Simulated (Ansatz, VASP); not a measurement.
# MoS2 (2H-MoS2 3 layers, 2H (AA')) in two plane-wave programs

Wanted: the spread between two codes on one cell, functional and k mesh. Of the first pair: The structure shown is the start of the Ansatz relaxation below; VASP solves that cell, so the two are compared at the walk's first step.

Calculated with Ansatz 0.2.0; plane waves, with VASP 6.6.1 beside it; single point at LDA.

### 1. The starting structure

The cell holds 9 atoms: 6 S and 3 Mo. Cell: a = 3.180 Å, b = 3.180 Å, c = 62.588 Å, α = 90.0°, β = 90.0°, γ = 120.0°. Vacuum lies along c.

### 2. Ansatz: relaxation, LDA

Ansatz runs on its PAW soft_1 files.

The two programs are compared at the cell with which this relaxation starts, whose forces are those of its first step.

File input.yaml:

```yaml
crystal:
  lattice:
    - [3.18, 0.0, 0.0]
    - [-1.59, 2.753960784, 0.0]
    - [0.0, 0.0, 62.587793216]
  atoms:
    - { symbol: S, position: [0.3333333333, 0.6666666667, 0.3738748212] }
    - { symbol: Mo, position: [0.0, 0.0, 0.399938991] }
    - { symbol: S, position: [0.3333333333, 0.6666666667, 0.4260031608] }
    - { symbol: S, position: [0.0, 0.0, 0.4739358302] }
    - { symbol: Mo, position: [0.3333333333, 0.6666666667, 0.5] }
    - { symbol: S, position: [0.0, 0.0, 0.5260641698] }
    - { symbol: S, position: [0.3333333333, 0.6666666667, 0.5739968392] }
    - { symbol: Mo, position: [0.0, 0.0, 0.600061009] }
    - { symbol: S, position: [0.3333333333, 0.6666666667, 0.6261251788] }
  periodic: [true, true, false]
kpoints:
  mp_grid: { grid: [12, 12, 1] }
hamiltonian:
  xc: lda
  pseudopotentials: { kind: paw, azcp: { folder: soft_1 }, xc_functional: pbe }
scf:
  occupations: { method: fermi_dirac, width: 0.05 }
  convergence: { dr2_threshold: 1.0e-09 }
relax:
  f_tol: 0.004
  max_steps: 90
  cell: {}
output:
  write_potential: true
  write_density: true
  volumetric_format: npy
```

Run with:

```sh
ansatz run input.yaml --threads 4 --pin off --max-ram 6144MiB --backend cpu --events-out ev --progress --plain --runs-dir out
```

Numbers of over 12 decimals in the logs are rounded to 6 here.

The program printed:

```text
Warning: relax.cell: scf.convergence.dr2_threshold = 1e-9 eV is looser than the 1.35336253919e-10 eV advised for a relaxation that steers and ends on the stress (1e-10 eV for each atom of the cell: 9, times the square of relax.cell.stress_2d_tol = 0.05 N/m over 25.8 Å (the atoms' height at the walk's start and 5 Å past either face), 1.939e-2 GPa, over a crystal's default 0.05). What an SCF threshold leaves in a stress goes as its square root, and in the free energy as the threshold itself, and one threshold admits the most on a small cell: [figures from the program's tests cut] Set scf.convergence.dr2_threshold to 1.35336253919e-10 eV or tighter. [rest of the remark cut]
Engine: ansatz 0.2.0, aarch64-unknown-linux-gnu
Pseudopotentials: kind: paw
Pseudopotential: S, paw, valence charge 6, recommended cutoff 420 eV (normal), soft_1/S.paw.azcp
Pseudopotential: Mo, paw, valence charge 14, recommended cutoff 420 eV (normal), soft_1/Mo.paw.azcp
Functional definition: SPW92
  exchange = slater_x
  correlation = pw_c
Crystal: 9 atoms, lattice volume = 548.119 Å³
Basis set: ecut = 420 eV, 10757 PW (Γ)
Bands: 48, of which v1, the nominal top of the filled ones, is band 39 counted from 1 (38 counted from 0)
Symmetry: 12 space group operations
Space group: P-6m2 (ITA 187), of the structure as read, at distance tolerance 8.2e-5 Å
k-points: 19 of 144 (time reversal used)
Non-local potential: S, projectors of the file, l = 0: 2, l = 1: 2, l = 2: 1
Non-local potential: Mo, projectors of the file, l = 0: 3, l = 1: 2, l = 2: 2, l = 3: 1
PAW form: soft (Blöchl's): semilocal exchange-correlation on the pseudo side does not see the compensation charge
PAW frozen core: S, regenerated for the run's functional, and the local potential with it (the file was generated under x = pbe(κ = 0.804, μ = 0.219515), c = pbe(β = 0.066725))
PAW frozen core: Mo, regenerated for the run's functional, and the local potential with it (the file was generated under x = pbe(κ = 0.804, μ = 0.219515), c = pbe(β = 0.066725))
PAW one-centre angular grid: S, 110 points (default); XC on 64 Gauss nodes
PAW one-centre angular grid: Mo, 590 points (default); XC on 64 Gauss nodes
Initial density: superposition of atomic densities (neutral atoms: chi_scale 0, normalization atom)
Initial wavefunctions: pseudopotential atomic-orbital guess
Functional: x = slater, c = lda
SCF iter   1: F=—  HF=-19758.767000 eV  |F-HF|=—  |Δ(HF+E_count)|=         —  Δρ=4.87e-2  dr2=2.09e1  ethr=3.10e-3  ⟨swp⟩=17.7  Hψ=6763  notcnv=0
preconditioner: auto → Resta (q_TF=auto, 1.971 Å⁻¹)  ε∞=3.0  [insulator: Δε(μ)=1.015 eV  Ē_g=8.340 eV  σ=0.050 eV  W_gap=1.00  n_scr=38 (ndim 8)  ℏωp=11.7 eV  f_vac=0.687  D(μ)=0.00/eV (n_scr^D=0)  ε∞_Penn≈3.0  vacuum switching on, ρ_ref=5.0e-3 e/Å³]
SCF iter   2: F=—  HF=-19756.705931 eV  |F-HF|=—  |Δ(HF+E_count)|=    2.06e0  Δρ=3.56e-2  dr2=2.15e1  ethr=3.10e-3  ⟨swp⟩=5.0  Hψ=2959  notcnv=0  defer=36
SCF iter   3: F=—  HF=-19754.278525 eV  |F-HF|=—  |Δ(HF+E_count)|=    2.43e0  Δρ=1.29e-2  dr2=8.87e-1  ethr=3.10e-3  ⟨swp⟩=5.4  Hψ=2998  notcnv=0  defer=19
SCF iter   4: F=—  HF=-19754.027167 eV  |F-HF|=—  |Δ(HF+E_count)|=   2.51e-1  Δρ=3.15e-3  dr2=9.92e-2  ethr=1.14e-3  ⟨swp⟩=3.5  Hψ=2104  notcnv=0  defer=20
SCF iter   5: F=—  HF=-19754.018024 eV  |F-HF|=—  |Δ(HF+E_count)|=   9.14e-3  Δρ=7.77e-4  dr2=2.87e-3  ethr=1.27e-4  ⟨swp⟩=4.0  Hψ=2137  notcnv=0  defer=17
SCF iter   6: F=—  HF=-19754.018330 eV  |F-HF|=—  |Δ(HF+E_count)|=   3.06e-4  Δρ=5.65e-4  dr2=5.95e-3  ethr=3.67e-6  ⟨swp⟩=3.5  Hψ=2233  notcnv=0  defer=17
SCF iter   7: F=—  HF=-19754.017785 eV  |F-HF|=—  |Δ(HF+E_count)|=   5.46e-4  Δρ=2.70e-4  dr2=9.81e-4  ethr=3.67e-6  ⟨swp⟩=3.1  Hψ=1565  notcnv=0  defer=17
SCF iter   8: F=—  HF=-19754.017655 eV  |F-HF|=—  |Δ(HF+E_count)|=   1.30e-4  Δρ=1.24e-4  dr2=1.25e-4  ethr=1.26e-6  ⟨swp⟩=3.1  Hψ=1625  notcnv=0  defer=18
SCF iter   9: F=—  HF=-19754.017652 eV  |F-HF|=—  |Δ(HF+E_count)|=   2.88e-6  Δρ=5.55e-5  dr2=9.12e-5  ethr=1.60e-7  ⟨swp⟩=3.5  Hψ=2116  notcnv=0  defer=20
SCF iter  10: F=—  HF=-19754.017647 eV  |F-HF|=—  |Δ(HF+E_count)|=   4.66e-6  Δρ=1.80e-5  dr2=7.50e-6  ethr=1.17e-7  ⟨swp⟩=2.4  Hψ=1299  notcnv=0  defer=20
SCF iter  11: F=—  HF=-19754.017633 eV  |F-HF|=—  |Δ(HF+E_count)|=   1.48e-5  Δρ=5.68e-6  dr2=2.50e-7  ethr=9.62e-9  ⟨swp⟩=2.8  Hψ=1669  notcnv=0  defer=20
[...]
eigensolver tolerance schedule: the retry pair's looser diagonalisation over-reported the residual by 1297.62 of it (diagonalisation noise at 0.38 of the residual, at the tolerance the schedule requests for it); recorded, not acted on — ethr = c·dr2/N_el stays at c = 1.0e-1
SCF iter   2: F=—  HF=-19754.635939 eV  |F-HF|=—  |Δ(HF+E_count)|=   1.32e-5  Δρ=1.20e-5  dr2=9.98e-8  ethr=5.06e-10  ⟨swp⟩=5.3  Hψ=3255  notcnv=0
SCF iter   3: F=—  HF=-19754.635939 eV  |F-HF|=—  |Δ(HF+E_count)|=   9.77e-8  Δρ=4.61e-6  dr2=1.49e-8  ethr=1.28e-10  ⟨swp⟩=3.2  Hψ=1791  notcnv=0
SCF iter   4: F=—  HF=-19754.635940 eV  |F-HF|=—  |Δ(HF+E_count)|=   2.13e-8  Δρ=1.59e-6  dr2=2.73e-8  ethr=1.91e-11  ⟨swp⟩=3.5  Hψ=2141  notcnv=0
SCF iter   5: F=-19754.635940 eV  HF=-19754.635940 eV  |F-HF|=8.69e-10  |Δ(HF+E_count)|=   3.95e-9  Δρ=2.39e-7  dr2=6.43e-10  ethr=1.28e-12  ⟨swp⟩=16.2  Hψ=9498  notcnv=0
SCF 7 converged in 5 iterations: F = -19754.635940 eV  dr2 = 6.43e-10
relax step   7: F+E_penalty+E_count = -19754.63593951 eV  Δ(F+E_penalty+E_count) = +1.274e-3 eV  max|allowed force component| = 5.003e-4 eV/Å  Δτ_max = 0.0000 Å  P = +0.003 N/m  Ω = 528.147 Å³  fix = [c, alpha, beta]  reactions: c +0.000 N/m  stress off target by 2.76e-3 N/m on what of the cell is left free  SCF on the basis re-selected at this cell (its energy is not comparable with the rows above)  (5 SCF iters)
basis re-selected at this cell: Δ(F+E_penalty+E_count) = +1.274e-3 eV, ΔP = -0.005 N/m vs the last step (what re-selecting the basis moved, of the pressure what is left beyond the Pulay correction that the steps carried, after the strain that the cell walked since its last selection, with what the two solves' SCF thresholds leave and, on support functions, any second-order correction that the steps lacked; it is no m [...]
WARN: The output density's exchange-correlation potential varies sharply where the density is thin. Do not read a vacuum level from v_tot or v_xc, or from such a field of the output density. On a cell that repeats whose density bears no net charge and no dipole along the vacuum's axis use v_es (v_loc + v_h of the components); under efield.dipole_correction with no amplitude use v_es + v_field, which holds any externa [...]
SCF converged after 5 iterations
Free energy (F): -19754.635940 eV
Harris-Foulkes:  -19754.635940 eV  (|F-HF|=8.69e-10)
Internal energy: -19754.635937 eV  (E = F + TS)
E sigma→0 (E₀):  -19754.635938 eV
Entropy (-TS):   -0.000003 eV (-0.000 meV/atom)
Fermi energy:    -5.068875 eV
--- Per-component energies (eV) ---
  E_band       = -1746.309560
  E_kinetic    = 1914.147468
  E_local      = -645205.445092  (includes V_loc(G=0)·N_el)
  E_nonlocal   = 673.036448
  E_hartree    = 321292.131482
  E_xc         = -1059.412513
  E_vxc        = -1161.700930  (∫ρ·V_xc dr)
  E_paw        = -12760.844632  (= ΣΔE_a)
  E_vpaw       = -550.614938  (= ΣTr[D̂ρ^β])
  E_aug_tail   = 0.000116  (compensation charges beyond the density's cutoff)
  E_ewald      = 315389.413154
  E_core_change = 2.337633  (= ΣΔE_core)
  E_smearing   = -0.000003  (= −TS)
  E_closure    = -0.000000  (closes the sum)
  Σ components = -19754.635940   (vs F -19754.635940, Δ=0.00e0)
--- Forces (eV/Å), atoms counted from 1 ---
  atom   1  S     -0.00000000    -0.00000000    -0.00034591
  atom   2  Mo    -0.00000000    -0.00000000    -0.00000126
  atom   3  S     -0.00000000    -0.00000000     0.00050030
  atom   4  S      0.00000000     0.00000000    -0.00027347
  atom   5  Mo    -0.00000000     0.00000000    -0.00000000
  atom   6  S      0.00000000     0.00000000     0.00027347
  atom   7  S     -0.00000000    -0.00000000    -0.00050030
  atom   8  Mo    -0.00000000    -0.00000000     0.00000126
  atom   9  S     -0.00000000    -0.00000000     0.00034591
  max |Σ_I F_I| component: 6.48e-17 eV/Å
--- 2D stress c σ (N/m, compression-positive) ---
        0.002756      -0.000000      -0.000000
        0.000000       0.002756      -0.000000
       -0.000000      -0.000000       0.000000
  P = ½ c Tr σ = 0.0028 N/m
--- Band table (eV; the first three rows and the last of 19) ---
  k-point 0: bands = [... 35 lower, -7.2110, -6.5559, -5.8564, -5.5030, -3.2549, -3.2549, -3.2350, -3.2350, ... 5 higher]
  k-point 1: bands = [... 35 lower, -6.9286, -6.5476, -5.9398, -5.6896, -3.3790, -3.3665, -3.3557, -3.2515, ... 5 higher]
  k-point 2: bands = [... 35 lower, -6.8868, -6.6422, -6.3317, -6.2596, -3.8856, -3.7367, -3.5510, -3.4914, ... 5 higher]
  k-point 18: bands = [... 35 lower, -8.2245, -6.2665, -6.1859, -6.1089, -4.3148, -4.3125, -4.3114, -3.6218, ... 5 higher]
  the weakly bound empty levels are not read free of the cell's end (no_gap_told)
--- Relaxed structure (6 steps of the walk, 6 accepted, 1 SCFs on fresh bases) ---
  F+E_penalty+E_count = -19754.63593951 eV   max|allowed force component| = 5.003e-4 eV/Å   (the final SCF, on the basis selected at the relaxed cell)
  cell:  # Å, volume = 528.1469 Å³
    - [3.121528, -3.245843389056922e-18, 0]
    - [-1.560764, 2.703323, 0]
    - [0, 0, 62.587793216]
  atoms:
    - { symbol: S, position: [0.333333, 0.666667, 0.378770] }
    - { symbol: Mo, position: [-1.3206047071109292e-18, -2.1701890401338494e-17, 0.403565] }
    - { symbol: S, position: [0.333333, 0.666667, 0.428409] }
    - { symbol: S, position: [-4.471907703242722e-19, -2.1701890401338522e-17, 0.475164] }
    - { symbol: Mo, position: [0.333333, 0.666667, 0.5] }
    - { symbol: S, position: [4.471907703245064e-19, -2.1701890401338528e-17, 0.524836] }
    - { symbol: S, position: [0.333333, 0.666667, 0.571591] }
    - { symbol: Mo, position: [1.3206047071105872e-18, -2.1701890401338485e-17, 0.596435] }
    - { symbol: S, position: [0.333333, 0.666667, 0.621230] }
```

The column dr2 measures how far the density is from self-consistency, as an energy; F and HF (Harris–Foulkes) agree once it is small.

(Part 1 of 2 ends here.)

[Lines on the potential files, build, host, timing and source positions are cut from VASP's logs without a mark.]

[Logs are printed without paths, hosts, clocks, repeated set-up lines and the standing remarks that a program may print on its own settings, such as how far it seeks lower states.]

[Hosts, paths, dates, database ids (printed as entryN), source tags and the programs' standing remarks are cut or masked in the printed files.]
